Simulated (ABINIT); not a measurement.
# Quasiparticle gap of BP (F-43m) in ABINIT

How does a plane-wave GW calculation on BP (F-43m) run from the first input to the gap?

Program: ABINIT 10.8.3. Level of theory: LDA and many-body steps on it, plane waves. Results are calculated unless marked as measured.

Report form: the programs' logs are mostly left out.

## 1. The structure

Symmetry: F-43m, No. 216, cubic system. The conventional cell has a = 4.538 Å, b = 4.538 Å, c = 4.538 Å, α = 90.00°, β = 90.00°, γ = 90.00°. B has 4 P at 1.97 Å nearest. P has 4 B at 1.97 Å nearest. Farther neighbours are not listed.

The cell and positions come from the Crystallography Open Database and are kept as given unless a step says otherwise.

## 2. Ground state

This step: ABINIT 10.8.3; DFT, LDA, plane waves, norm-conserving pseudopotentials.

The ground-state density comes first.

run.abi reads:

```
acell 3*1.0 Angstrom
rprim 
  0.000000000000 2.269000000000 2.269000000000
  2.269000000000 0.000000000000 2.269000000000
  2.269000000000 2.269000000000 0.000000000000
ntypat 2
znucl 5 15
natom 2
typat 1 2
xred 
  0.000000000000 0.000000000000 0.000000000000
  0.250000000000 0.250000000000 0.250000000000
pp_dirpath "pseudos"
pseudos "B.upf, P.upf"
ecut 34
ngkpt 8 8 8
nshiftk 1
shiftk 0 0 0
kptopt 1
chksymbreak 0
nband 9
occopt 1
tolvrs 1e-10
nstep 60
prtwf 0
indata_prefix "in"
outdata_prefix "out"
tmpdata_prefix "tmp"
```

Launch:

```sh
$ OMP_NUM_THREADS=1 mpirun -n 4 abinit run.abi > log
```

It took 3.3 s on 4 MPI ranks of Arm Neoverse V2, shared host; peak memory 0.26 GiB; 13 s of CPU time.

This step gave:

| Property | Result |
| --- | --- |
| total energy | -270.6263 eV |
| gap | 1.229 eV |
| k of the valence top | 0, 0, 0 |
| k of the conduction bottom | 0.375, 0.375, 0 |
| least direct gap | 3.386 eV |
| pressure | -5.687 GPa |

The gap is indirect, with the least direct gap 2.16 eV higher.

The cutoff was set for levels, not for stress, so the pressure can be off by some GPa.

## 3. Bands along the symmetry lines

Levels along a band path, at the cheap level, show where the edges lie and whether the meshes to come will hold them.

run.abi reads:

```
acell 3*1.0 Angstrom
rprim 
  0.000000000000 2.269000000000 2.269000000000
  2.269000000000 0.000000000000 2.269000000000
  2.269000000000 2.269000000000 0.000000000000
ntypat 2
znucl 5 15
natom 2
typat 1 2
xred 
  0.000000000000 0.000000000000 0.000000000000
  0.250000000000 0.250000000000 0.250000000000
pp_dirpath "pseudos"
pseudos "B.upf, P.upf"
ecut 34
iscf -2
irdden 1
kptopt 0
nkpt 50
kpt 
  0.00000000 0.00000000 0.00000000
  -0.06250000 -0.06250000 0.00000000
  -0.12500000 -0.12500000 0.00000000
  -0.18750000 -0.18750000 0.00000000
  -0.25000000 -0.25000000 0.00000000
  -0.31250000 -0.31250000 0.00000000
  -0.37500000 -0.37500000 0.00000000
  -0.43750000 -0.43750000 0.00000000
  -0.50000000 -0.50000000 0.00000000
  -0.48437500 -0.48437500 0.03125000
  -0.46875000 -0.46875000 0.06250000
  -0.45312500 -0.45312500 0.09375000
  -0.43750000 -0.43750000 0.12500000
  -0.42187500 -0.42187500 0.15625000
  -0.40625000 -0.40625000 0.18750000
  -0.39062500 -0.39062500 0.21875000
  -0.37500000 -0.37500000 0.25000000
  -0.37500000 0.00000000 0.37500000
  -0.32812500 0.00000000 0.32812500
  -0.28125000 0.00000000 0.28125000
  -0.23437500 0.00000000 0.23437500
  -0.18750000 0.00000000 0.18750000
  -0.14062500 0.00000000 0.14062500
  -0.09375000 0.00000000 0.09375000
  -0.04687500 0.00000000 0.04687500
  0.00000000 0.00000000 0.00000000
  0.00000000 0.00000000 0.06250000
  0.00000000 0.00000000 0.12500000
  0.00000000 0.00000000 0.18750000
  0.00000000 0.00000000 0.25000000
  0.00000000 0.00000000 0.31250000
  0.00000000 0.00000000 0.37500000
  0.00000000 0.00000000 0.43750000
  0.00000000 0.00000000 0.50000000
  -0.06250000 -0.03125000 0.46875000
  -0.12500000 -0.06250000 0.43750000
  -0.18750000 -0.09375000 0.40625000
  -0.25000000 -0.12500000 0.37500000
  -0.31250000 -0.15625000 0.34375000
  -0.37500000 -0.18750000 0.31250000
  -0.43750000 -0.21875000 0.28125000
  -0.50000000 -0.25000000 0.25000000
  -0.50000000 -0.28125000 0.21875000
  -0.50000000 -0.31250000 0.18750000
  -0.50000000 -0.34375000 0.15625000
  -0.50000000 -0.37500000 0.12500000
  -0.50000000 -0.40625000 0.09375000
  -0.50000000 -0.43750000 0.06250000
  -0.50000000 -0.46875000 0.03125000
  -0.50000000 -0.50000000 0.00000000
istwfk *1
nband 14
nbdbuf 5
tolwfr 1e-07
nstep 50
prtwf 0
prtvol 0
indata_prefix "in"
outdata_prefix "out"
tmpdata_prefix "tmp"
```

The job ended after 3.3 s (4 MPI ranks; peak memory 0.25 GiB).

This step gave:

- gap: 1.211 eV
- k of the valence top: 0, 0, 0
- k of the conduction bottom: -0.4375, -0.4375, 0
- least direct gap: 3.386 eV

The gap is 1.211 eV, −0.018 eV from the run before at this level.

Electronic bands along the path, in eV, zero at the top of the highest filled band; v1 is the highest filled band, c1 the lowest empty one:

```tsv
point	v4	v3	v2	v1	c1	c2	c3	c4
Γ	-15.40	0.00	0.00	0.00	3.39	3.39	3.39	7.34
halfway	-13.92	-3.64	-2.72	-2.72	1.77	4.88	7.65	7.65
X	-10.57	-8.49	-4.10	-4.10	1.32	1.56	11.94	11.94
halfway	-10.51	-8.37	-5.06	-3.95	1.59	2.93	11.22	11.51
U	-10.56	-8.06	-6.24	-3.49	2.09	5.92	9.63	10.51
jump to K	-10.56	-8.06	-6.24	-3.49	2.09	5.92	9.63	10.51
halfway	-13.75	-4.87	-3.87	-1.08	4.52	5.06	6.09	8.21
Γ	-15.40	0.00	0.00	0.00	3.39	3.39	3.39	7.34
halfway	-14.29	-4.82	-1.11	-1.11	3.97	4.74	4.74	9.49
L	-12.07	-9.01	-1.75	-1.75	3.77	4.68	4.68	9.94
halfway	-11.42	-8.41	-4.50	-3.11	4.12	5.17	8.24	9.66
W	-10.29	-7.94	-5.68	-5.49	5.25	6.67	7.16	7.45
halfway	-10.44	-8.26	-4.92	-4.87	2.86	3.28	10.13	10.88
X	-10.57	-8.49	-4.10	-4.10	1.32	1.56	11.94	11.94
```

## 4. Empty states on the mesh, 4×4×4 mesh, 99 bands

The sums over transitions need many empty states on a uniform mesh; this step solves for them.

run.abi reads:

```
acell 3*1.0 Angstrom
rprim 
  0.000000000000 2.269000000000 2.269000000000
  2.269000000000 0.000000000000 2.269000000000
  2.269000000000 2.269000000000 0.000000000000
ntypat 2
znucl 5 15
natom 2
typat 1 2
xred 
  0.000000000000 0.000000000000 0.000000000000
  0.250000000000 0.250000000000 0.250000000000
pp_dirpath "pseudos"
pseudos "B.upf, P.upf"
ecut 34
ngkpt 4 4 4
nshiftk 1
shiftk 0 0 0
kptopt 1
chksymbreak 0
irdden 1
istwfk *1
nband 99
prtvol 0
optdriver 6
gwr_task "HDIAGO"
paral_kgb 0
occopt 1
indata_prefix "in"
outdata_prefix "out"
tmpdata_prefix "tmp"
```

Run time: 6.5 s. Hardware: 4 MPI ranks; peak memory 0.73 GiB; 25 s of CPU time.

Numbers from this step:

```
gap                                                           : 1.318 eV
k of the valence top                                          : 0, 0, 0
k of the conduction bottom                                    : 0.5, 0.5, 0
least direct gap                                              : 3.386 eV
k points computed                                             : 8
lowest point of the top converged band, above the valence top : 118.7260 eV
```

On this mesh the gap is 1.318 eV. The earlier step found 1.229 eV, so this mesh misses an edge.

## 5. Screening, 4×4×4 mesh, 91 bands, screening to 264 eV

The RPA dielectric matrix is built and inverted for each q.

This step: RPA screening on LDA, plane waves, norm-conserving pseudopotentials.

run.abi, as its differences from that of step 4:

```diff
@@ -20,10 +20,11 @@
 chksymbreak 0
-irdden 1
 istwfk *1
-nband 99
-prtvol 0
-optdriver 6
-gwr_task "HDIAGO"
-paral_kgb 0
 occopt 1
+irdwfk 1
+optdriver 3
+nband 91
+ecuteps 9.7
+inclvkb 2
+awtr 1
+symchi 1
 indata_prefix "in"
```

Elapsed: 6.5 s, on 4 MPI ranks; peak memory 0.5 GiB; 25 s of CPU time.

Numbers from this step:

- ε∞ with local fields, on this mesh, along the program's q direction: 12.96
- the same without local fields: 14.14
- plasma frequency: 21.73 eV
- plane waves in the screening matrix: 259

Local fields lower ε∞ by 8 %. On a Γ-centred mesh this coarse the value itself is usually too large, while a short band sum pulls it down.

## 6. Self-energy, 4×4×4 mesh, 91 bands, screening to 264 eV

The self-energy is evaluated for the states that the input lists, and the levels follow from it, in one-shot runs by the linearised quasiparticle equation.

This step: G0W0 on LDA, plane waves, norm-conserving pseudopotentials.

run.abi, as its differences from that of step 5:

```diff
@@ -23,8 +23,19 @@
 irdwfk 1
-optdriver 3
+optdriver 4
 nband 91
+gwcalctyp 0
+ecutsigx 34
+symsigma 1
+nkptgw 3
+kptgw 
+  0.0000000000 0.0000000000 0.0000000000
+  0.5000000000 0.5000000000 0.0000000000
+  0.5000000000 0.0000000000 0.0000000000
+bdgw 
+  2 7
+  3 6
+  3 7
 ecuteps 9.7
-inclvkb 2
-awtr 1
-symchi 1
+irdscr 1
+ppmodel 1
 indata_prefix "in"
```

The job ended after 12 s (4 MPI ranks; peak memory 0.6 GiB).

This step gave:

```
G0W0 gap on the points computed              : 2.152 eV
starting gap on the mesh                     : 1.318 eV
k of the valence top                         : 0, 0, 0
k of the conduction bottom                   : 0.5, 0.5, 0
Z at the valence top                         : 0.791
Z at the conduction bottom                   : 0.805
least direct G0W0 gap on the computed points : 4.274 eV
```

The gap on the mesh goes from 1.32 eV to 2.15 eV, a correction of +0.83 eV. The start differs from the 1.23 eV found before because the two sample other k points.

Limits: finite bands, cutoff and mesh; coarse k mesh. v1 is the top filled band, c1 the lowest empty one. Levels before and after the correction, in eV, zero at the valence-band top of each column:

```tsv
	conduction bottom	valence top
Kohn-Sham	1.32	0.00
G0W0	2.15	0.00
```

```tsv
	level	energy (eV)
Kohn-Sham	Γ v3-v1	0.000
Kohn-Sham	Γ c1-c3	3.386
Kohn-Sham	(0.5 0.5 0) v2-v1	-4.104
Kohn-Sham	(0.5 0.5 0) c1	1.318
Kohn-Sham	(0.5 0.5 0) c2	1.560
G0W0	Γ v3-v1	0.000
G0W0	Γ c1-c3	4.274
G0W0	(0.5 0.5 0) v2-v1	-4.238
G0W0	(0.5 0.5 0) c1	2.152
G0W0	(0.5 0.5 0) c2	2.464
```

## 7. Where the time went

Times are wall times on 4 MPI ranks of Arm Neoverse V2, shared host, good to a factor of about two.

```tsv
step	time	share	memory (GiB)
ground state	3.3 s	10 %	0.26
bands along the symmetry lines	3.3 s	10 %	0.25
empty states on the mesh	6.5 s	20 %	0.73
screening	6.5 s	21 %	0.5
self-energy	12 s	38 %	0.6
```

## 8. Results

```
LDA gap                              : 1.21 eV, indirect
G0W0 gap on the mesh                 : 2.15 eV
G0W0 gap over the zone (rigid shift) : 2.05 eV
GW settings                          : 4×4×4 mesh, 91 bands, screening to 264 eV, Godby-Needs plasmon pole
known limits                         : not at the basis limit; coarse k mesh
```

In words: G0W0 moves the gap on the mesh from 1.32 eV to 2.15 eV (+0.83 eV), with Z of 0.79 and 0.81 at the edges. The mesh misses the band edges by 0.11 eV in all; a rigid shift gives 2.05 eV for the zone. Local fields lower the RPA ε∞ on this mesh from 14.14 to 12.96; a Γ-centred mesh this coarse tends to raise both, most where the direct gap is narrow, while a short band sum lowers them. Only 3 of the mesh's irreducible points were corrected, so a valley elsewhere could overtake. The dearest step here is «self-energy». Bands and cutoff are finite, so the gap is not at the basis limit. The miss can reach some tenths of an eV and take either sign; the mesh is an error of its own. In the G0W0 run levels were corrected at 3 k points alone, so a gap called «on the mesh» is the least over those, and an edge elsewhere would be missed. A denser mesh or path gives a starting gap of 1.21 eV: the GW mesh misses a band edge, so its gaps are not the fundamental one. The 4×4×4 mesh is coarse for this cell, which bears on the long-range parts of exchange and screening.

[Paths, hosts, dates, memory and timing lines, banners, echoed tables and standing remarks are left out of the program output.]

[Logs are printed without paths, hosts, clocks, repeated set-up lines and the standing remarks that a program may print on its own settings, such as how far it seeks lower states.]

[Runs of the session that timed out or met a known fault of the program may be left out.]

[Hosts, paths, dates, database ids (printed as entryN), source tags and the programs' standing remarks are cut or masked in the printed files.]

[G0W0 gaps are taken among the corrected bands and points alone; a level outside them can change the order at an edge.]

[Where Ansatz stands beside ABINIT at settings called matched, ABINIT's density can come from a denser mesh and the files from another edition; pairs whose starting gaps differed by over 0.03 eV were left out, so agreement reads better than it is.]
